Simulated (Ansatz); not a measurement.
# C2H4O2, SMILES CC(=O)O: a rigid scan of one bond angle

With Ansatz's Python interface.

The cells in order, each with its output:

**Cell 1**
```python
import ansatz as az
from ase import Atoms

atoms = Atoms(['C', 'C', 'O', 'O', 'H', 'H', 'H', 'H'], positions=[
    [-0.02127, 0.93384, -0.24772],
    [0.26994, -0.45347, 0.24869],
    [1.23482, -0.7857, 0.88094],
    [-0.70015, -1.31486, -0.08699],
    [-0.7244, 0.89549, -1.07337],
    [-0.45979, 1.50645, 0.5676],
    [0.90374, 1.41852, -0.54595],
    [-0.50288, -2.20027, 0.25679],
])
```

**Cell 2**
```python
first = (
    az.Crystal.molecule_from_ase(atoms).calculation()
    .basis(gaussian='def2-SVP')
    .functional('pbe0')
    .relax(force_tolerance=0.02, max_steps=80)
)
atoms.positions = first.run(threads=1, pin='off').report['positions_ang']

rows = []
for angle in [90, 100, 110, 120, 135, 150, 165, 179]:
    bent = atoms.copy()
    bent.set_angle(1, 3, 7, angle, indices=[7])
    calculation = az.Crystal.molecule_from_ase(bent).calculation()
    calculation = calculation.basis(gaussian='def2-SVP')
    calculation = calculation.correlation('mp2')
    rows.append((angle, calculation.run(threads=1, pin='off').report['free_energy_ev']))
floor = min(e for _, e in rows)
for angle, e in rows:
    print(f'angle C1-O3-H7 = {angle:3d} deg   {1000 * (e - floor):9.1f} meV')
```
Output:
```text
angle C1-O3-H7 =  90 deg       192.2 meV
angle C1-O3-H7 = 100 deg        12.3 meV
angle C1-O3-H7 = 110 deg         0.0 meV
angle C1-O3-H7 = 120 deg       119.6 meV
angle C1-O3-H7 = 135 deg       469.2 meV
angle C1-O3-H7 = 150 deg       904.5 meV
angle C1-O3-H7 = 165 deg      1274.4 meV
angle C1-O3-H7 = 179 deg      1438.3 meV
```

What to keep in mind:
- The scan is rigid, and the energies are electronic, in a modest basis. The zero is the lowest point of the grid, which needn't be the minimum.
- The start is relaxed with a density functional and scanned with the wavefunction method, so it isn't exactly that method's minimum.
- Finished in 36 s on 1 thread of Arm Neoverse V2, with other jobs on the host, peak memory 0.21 GiB.
